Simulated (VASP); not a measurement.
# V (Im-3m) in VASP: notebook

The runs below take V through single point, relaxation of cell and atoms, with PBEsol, RPBE.

Program: VASP 6.6.1. These are calculated values, not measurements. Logs are shortened: lines on timing, memory, paths and dates and some standing lists are left out, and cuts for length are marked.

### 1 The crystal as given

Symmetry: Im-3m, No. 229, cubic system. Conventional cell: a = 3.026 Å, b = 3.026 Å, c = 3.026 Å, α = 90.00°, β = 90.00°, γ = 90.00°. Around V (site symmetry m-3m) lie 8 V at 2.62 Å.

### 2 Single point, PBEsol

Contents of INCAR:

```
SYSTEM = V
PREC = Accurate
ENCUT = 520
EDIFF = 1E-7
ISMEAR = 0
SIGMA = 0.1
LREAL = .False.
LASPH = .True.
NELM = 100
ALGO = Normal
ISIF = 2
LWAVE = .False.
LCHARG = .True.
GGA = PS
LELF = .True.
LVHAR = .True.
```

Contents of KPOINTS:

```
Automatic mesh
0
Gamma
  20 20 20
  0 0 0
```

Contents of POSCAR:

```
V
1.0
   -1.5129450000      1.5129450000      1.5129450000
    1.5129450000     -1.5129450000      1.5129450000
    1.5129450000      1.5129450000     -1.5129450000
V
1
Direct
    0.0000000000      0.0000000000      0.0000000000
```

Potentials or basis: VASP PAW PBE potentials, release 64 (V_sv).

Run with:

```console
cat potpaw_PBE.64/V_sv/POTCAR > POTCAR
mpirun -np 1 vasp_std > vasp.out
```

OUTCAR:

```text
SYSTEM = V
   PREC = Accurate
   ENCUT = 520
   EDIFF = 1E-7
   ISMEAR = 0
   LREAL = .False.
   LASPH = .True.
   NELM = 100
   ISIF = 2
   GGA = PS

 ion  position               nearest neighbor table
   1  0.000  0.000  0.000-

  LATTYP: Found a body centered cubic cell.
 ALAT       =     3.0258900000

  Lattice vectors:

 A1 = (  -1.5129450000,   1.5129450000,   1.5129450000)
 A2 = (   1.5129450000,  -1.5129450000,   1.5129450000)
 A3 = (   1.5129450000,   1.5129450000,  -1.5129450000)

Analysis of symmetry for initial positions (statically):
=====================================================================
 Subroutine PRICEL returns:
 Original cell was already a primitive cell.

 Routine SETGRP: Setting up the symmetry group for a
 body centered cubic supercell.

 Subroutine GETGRP returns: Found 48 space group operations
 (whereof 48 operations were pure point group operations)
 out of a pool of 48 trial point group operations.

The static configuration has the point symmetry O_h .

Analysis of symmetry for dynamics (positions and initial velocities):
=====================================================================
 Subroutine PRICEL returns:
 Original cell was already a primitive cell.

 Routine SETGRP: Setting up the symmetry group for a
 body centered cubic supercell.

 Subroutine GETGRP returns: Found 48 space group operations
 (whereof 48 operations were pure point group operations)
 out of a pool of 48 trial point group operations.

The dynamic configuration has the point symmetry O_h .

 Subroutine INISYM returns: Found 48 space group operations
 (whereof 48 operations are pure point group operations),
 and found     1 'primitive' translations

----------------------------------------------------------------------------------------

                                     Primitive cell

  volume of cell :      13.8525

  direct lattice vectors                    reciprocal lattice vectors
    -1.512945000  1.512945000  1.512945000     0.000000000  0.330481280  0.330481280
     1.512945000 -1.512945000  1.512945000     0.330481280  0.000000000  0.330481280
     1.512945000  1.512945000 -1.512945000     0.330481280  0.330481280  0.000000000

  length of vectors
     2.620497609  2.620497609  2.620497609     0.467371108  0.467371108  0.467371108

  position of ions in fractional coordinates (direct lattice)
     0.000000000  0.000000000  0.000000000

  ion indices of the primitive-cell ions
   primitive index   ion index
                 1           1

----------------------------------------------------------------------------------------

 KPOINTS: Automatic mesh

Automatic generation of k-mesh.
 Grid dimensions read from file:
 generate k-points for:   20   20   20

 Generating k-lattice:

  Cartesian coordinates                     Fractional coordinates (reciprocal lattice)
     0.000000000  0.016524064  0.016524064     0.050000000  0.000000000  0.000000000
     0.016524064  0.000000000  0.016524064     0.000000000  0.050000000  0.000000000
     0.016524064  0.016524064  0.000000000     0.000000000  0.000000000  0.050000000

  Length of vectors
     0.023368555  0.023368555  0.023368555

  Shift w.r.t. Gamma in fractional coordinates (k-lattice)
     0.000000000  0.000000000  0.000000000

 Subroutine IBZKPT returns following result:
 ===========================================

 Found    256 irreducible k-points:

 Following reciprocal coordinates:
            Coordinates               Weight
  0.000000  0.000000  0.000000      1.000000
  0.050000  0.000000  0.000000     12.000000
  0.100000  0.000000  0.000000     12.000000
  0.150000  0.000000  0.000000     12.000000
  0.200000  0.000000  0.000000     12.000000
  0.250000  0.000000  0.000000     12.000000
[... 16 lines left out ...]
  0.200000  0.100000 -0.000000     48.000000
  0.250000  0.100000 -0.000000     48.000000
 [... further k-points ...]
   k-points           NKPTS =    256   k-points in BZ     NKDIM =    256   number of bands    NBANDS=     10
   number of dos      NEDOS =    301   number of ions     NIONS =      1
   total plane-waves  NPLWV =   8000
   dimension x,y,z NGX =    20 NGY =   20 NGZ =   20
   dimension x,y,z NGXF=    40 NGYF=   40 NGZF=   40
   ions per type =               1
   NGX,Y,Z   is equivalent  to a cutoff of  12.69, 12.69, 12.69 a.u.
   NGXF,Y,Z  is equivalent  to a cutoff of  25.38, 25.38, 25.38 a.u.
 SYSTEM =  V
   PREC   = accura    normal or accurate (medium, high low for compatibility)
   ISTART =      0    job   : 0-new  1-cont  2-samecut
   ICHARG =      2    charge: 1-file 2-atom 10-const
   ISPIN  =      1    spin polarized calculation?
   LNONCOLLINEAR =      F non collinear calculations
   LSORBIT =      F    spin-orbit coupling
   LASPH  =      T    aspherical Exc in radial PAW
   ENCUT  =  520.0 eV  38.22 Ry    6.18 a.u.   4.87  4.87  4.87*2*pi/ulx,y,z
   NELM   =    100;   NELMIN=  2; NELMDL= -5     # of ELM steps
   EDIFF  = 0.1E-06   stopping-criterion for ELM
   LREAL  =      F    real-space projection
   EDIFFG = 0.1E-05   stopping-criterion for IOM
   NSW    =      0    number of steps for IOM
   IBRION =     -1    ionic relax: 0-MD 1-quasi-New 2-CG
   NFREE  =      0    steps in history (QN), initial steepest desc. (CG)
   ISIF   =      2    stress and relaxation
   ISYM   =      2    0-nonsym 1-usesym 2-fastsym
   POTIM  = 0.5000    time-step for ionic-motion
   TEBEG  =    0.0;   TEEND  =   0.0 temperature during run
   PSTRESS=    0.0 pullay stress
   NELECT =      13.0000    total number of electrons
   NUPDOWN=      -1.0000    fix difference up-down
   EMIN   =  10.00;   EMAX   =-10.00  energy-range for DOS
   EFERMI =   0.00;   METHOD = LEGACY
   ISMEAR =     0;   SIGMA  =   0.10  broadening in eV -4-tet -1-fermi 0-gaus
   EFERMI_NEDOS =   21; number of points for ismear=-14 and -15
   IALGO  =     38    algorithm
   IMIX   =      4    mixing-type and parameters
     AMIX     =   0.40;   BMIX     =  1.00
     AMIX_MAG =   1.60;   BMIX_MAG =  1.00
  volume/ion in A,a.u.               =      13.85        93.48
  Fermi-wavevector in a.u.,A,eV,Ry     =   1.602801  3.028854 34.952953  2.568970
  Thomas-Fermi vector in A             =   2.699564
   LORBIT       =      0    0 simple, 1 ext, 2 COOP (PROOUT), +10 PAW based schemes
   GGA     = PS    functional components
   LHFCALC =     F    Hartree Fock is set to
   AEXX    =    0.0000 exact exchange contribution
   IVDW    =     0    specifies the selected vdW correction
   LEPSILON=     F    determine dielectric tensor
   LRPA    =     F    only Hartree local field effects (RPA)
 non-spin polarized calculation
 Gauss-broadening in eV      SIGMA  =   0.10
  energy-cutoff  :      520.00
  volume of cell :       13.85
 maximum number of plane-waves:       386
   NGX =  9   NGY =  9   NGZ =  9

 number of electron      12.9999996 magnetization

 Free energy of the ion-electron system (eV)
  ---------------------------------------------------
  ext. energy  EPLUGINS =         0.00000000
  ---------------------------------------------------
  free energy    TOTEN  =        -9.60599834 eV

  energy without entropy =       -9.59700829  energy(sigma->0) =       -9.60150331

 E-fermi :   9.2138     XC(G=0): -12.9050

 val. band max:        9.2106068849   @ k =  -0.3500   0.4000   0.1500
 cond. band min:       9.2193797707   @ k =   0.3500   0.1500   0.1000
 fundamental gap:      0.0087728858
 Fermi energy:         9.2138110119

 k-point     1 :       0.0000    0.0000    0.0000
  band No.  band energies     occupation
      1     -54.2955      2.00000
      2     -27.7401      2.00000
      3     -27.7401      2.00000
      4     -27.7401      2.00000
      5       2.6828      2.00000
      6       9.6216      0.00000
      7       9.6216      0.00000
      8       9.6216      0.00000
      9      11.5551      0.00000
     10      11.5551      0.00000

 k-point     2 :       0.0500    0.0000    0.0000
  band No.  band energies     occupation
      1     -54.2912      2.00000
      2     -27.7614      2.00000
      3     -27.7466      2.00000
      4     -27.7402      2.00000
      5       2.7818      2.00000
      6       9.5799      0.00000
      7       9.6134      0.00000
      8       9.6914      0.00000
      9      11.5064      0.00000
     10      11.5577      0.00000

 k-point     3 :       0.1000    0.0000    0.0000
  band No.  band energies     occupation
      1     -54.2786      2.00000
      2     -27.8229      2.00000
      3     -27.7655      2.00000
      4     -27.7406      2.00000
      5       3.0726      2.00000
      6       9.4606      0.00048
      7       9.5776      0.00000
      8       9.8973      0.00000
      9      11.3873      0.00000
     10      11.5668      0.00000

 k-point     4 :       0.1500    0.0000    0.0000
  band No.  band energies     occupation
      1     -54.2588      2.00000
      2     -27.9178      2.00000
      3     -27.7949      2.00000
      4     -27.7412      2.00000
      5       3.5351      2.00000
      6       9.2802      0.34779
      7       9.4889      0.00010
      8      10.2288      0.00000
      9      11.2666      0.00000
     10      11.5855      0.00000
[... 222 lines left out ...]
 k-point    22 :       0.1500    0.1000    0.0000
  band No.  band energies     occupation
      1     -54.2239      2.00000
      2     -28.0752      2.00000
      3     -27.8299      2.00000
      4     -27.7665      2.00000
      5       4.3854      2.00000
      6       9.0509      1.97880
      7       9.1508      1.62675
      8      10.9275      0.00000
      9      11.0919      0.00000
     10      11.7149      0.00000

 k-point    23 :       0.2000    0.1000   -0.0000
  band No.  band energies     occupation
      1     -54.1975      2.00000
      2     -28.1897      2.00000
      3     -27.8748      2.00000
      4     -27.7696      2.00000
      5       5.0383      2.00000
      6       8.8172      2.00000
      7       8.9972      1.99781
      8      11.1039      0.00000
      9      11.4718      0.00000
     10      11.7879      0.00000

 k-point    24 :       0.2500    0.1000   -0.0000
  band No.  band energies     occupation
      1     -54.1709      2.00000
      2     -28.3018      2.00000
      3     -27.9213      2.00000
      4     -27.7718      2.00000
      5       5.6562      2.00000
      6       8.5968      2.00000
      7       8.9448      1.99986
      8      11.1960      0.00000
      9      11.8290      0.00000
     10      12.0909      0.00000

 [... further k-points ...]
[... 5 lines left out ...]
  --------------------------------------------------------------------------------------
  -------------------------------------------------------------------------------------
  Total       -0.9933566     -0.9933566     -0.9933566      0.0000000      0.0000000     -0.0000000
  in kB     -114.8910882   -114.8910882   -114.8910882      0.0000000      0.0000000     -0.0000000
  external PRESSURE =    -114.8910882 kB  Pullay stress =       0.0000000 kB

 VOLUME and BASIS-vectors are now :
 -----------------------------------------------------------------------------
  energy-cutoff  :      520.00
  volume of cell :       13.85
      direct lattice vectors                 reciprocal lattice vectors
    -1.512945000  1.512945000  1.512945000     0.000000000  0.330481280  0.330481280
     1.512945000 -1.512945000  1.512945000     0.330481280  0.000000000  0.330481280
     1.512945000  1.512945000 -1.512945000     0.330481280  0.330481280  0.000000000

 POSITION                                       TOTAL-FORCE (eV/Angst)
 -----------------------------------------------------------------------------------
      0.00000      0.00000      0.00000        -0.000000     -0.000000      0.000000
 -----------------------------------------------------------------------------------
    total drift:                                0.000000     -0.000000      0.000000

  FREE ENERGIE OF THE ION-ELECTRON SYSTEM (eV)
  ---------------------------------------------------
  free  energy   TOTEN  =        -9.6059983367 eV

  energy  without entropy=       -9.5970082892  energy(sigma->0) =       -9.60150331
```

It took 15 s on 1 thread of Intel Xeon Platinum 8488C (Sapphire Rapids), shared host; peak memory 0.15 GiB.

What came out:

```
Free energy            : -9.6060 eV
Pressure               : -11.5 GPa
Band gap on the k mesh : none (metal or under the smearing width)
```

Levels at points of the mesh, in eV from the Fermi level:
| k point | band 4 | band 5 | band 6 | band 7 | band 8 | band 9 | band 10 |
| --- | --- | --- | --- | --- | --- | --- | --- |
| (0.00, 0.00, 0.00) | -36.95 | -6.53 | 0.41 | 0.41 | 0.41 | 2.34 | 2.34 |
| (0.50, 0.00, 0.00) | -36.96 | -3.09 | -1.08 | 1.55 | 2.34 | 2.68 | 3.99 |
| (0.50, 0.50, 0.50) | -37.53 | -2.88 | -2.88 | 3.61 | 3.61 | 3.61 | 9.92 |

Caveat: the PAW data sets were made with another functional, which shifts forces and pressure a little.

(Continued in part 2 of 2.)
